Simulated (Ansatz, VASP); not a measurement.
Au: VASP beside Ansatz

Contents of INCAR:

```
PREC     = Accurate       # precision mode
ENCUT    = 520            # plane-wave cutoff, eV
EDIFF    = 1E-6           # SCF threshold, eV
ISMEAR   = -1             # smearing method
SIGMA    = 0.06           # smearing width, eV
LREAL    = F              # projectors in reciprocal space
LASPH    = T              # aspherical terms in the spheres
NELM     = 80             # most SCF steps
ALGO     = Normal         # electronic algorithm
ISIF     = 2              # what is computed and relaxed
LWAVE    = F              # write WAVECAR
LCHARG   = T              # write CHGCAR
GGA      = PE             # functional
LELF     = T              # ELF
LVHAR    = T            
NBANDS   = 12             # bands
```

File KPOINTS:

```
regular mesh
0
Gamma
  12 12 12
```

The input POSCAR:

```
Au
1.0
    0.0000000000      2.0769770000      2.0769770000
    2.0769770000      0.0000000000      2.0769770000
    2.0769770000      2.0769770000      0.0000000000
Au
1
Direct
    0.0000000000      0.0000000000      0.0000000000
```

Input for Ansatz:

```yaml
crystal:
  atoms:
  - position: [0.0, 0.0, 0.0]
    symbol: Au
  lattice:
  - [0.0, 2.076977, 2.076977]
  - [2.076977, 0.0, 2.076977]
  - [2.076977, 2.076977, 0.0]
hamiltonian:
  dispersion: none
  pseudopotentials:
    dirac_shells:
      Au: [2p, 3d, 3p, 4d, 4p]
    kind: all_electron
    lapw: {basis_error: 0.025 meV}
    relativity: scalar
  xc: pbe
kpoints:
  mp_grid:
    grid: [12, 12, 12]
    shift: [0, 0, 0]
magnetization: {spin_polarized: false}
output: {forces: true, stress: true}
scf:
  convergence: {dr2_threshold: 1e-10 eV}
  lower_state_search: 'off'
  max_iter: 200
  occupations: {method: fermi_dirac, width: 0.06}
```

Alike in both runs: task single point; functional PBE; k mesh 12 × 12 × 12; occupations fermi-dirac, width 0.06 eV; no spin polarisation.

```csv
,VASP,Ansatz
version,VASP 6.6.1,Ansatz 0.2 development build
potentials or method,"VASP PAW PBE potentials, release 64 (Au)","all-electron full-potential LAPW, scalar-relativistic"
plane-wave cutoff (eV),520,see its input
```

|  | VASP | Ansatz | Ansatz less VASP |
| --- | --- | --- | --- |
| pressure (GPa) | 0.3 | 0.6 | +0.29 |

Ansatz ran all-electron here, so the differences hold the error of VASP's frozen core and of both bases.

Spin-orbit coupling is left out, which matters for the levels of Au.
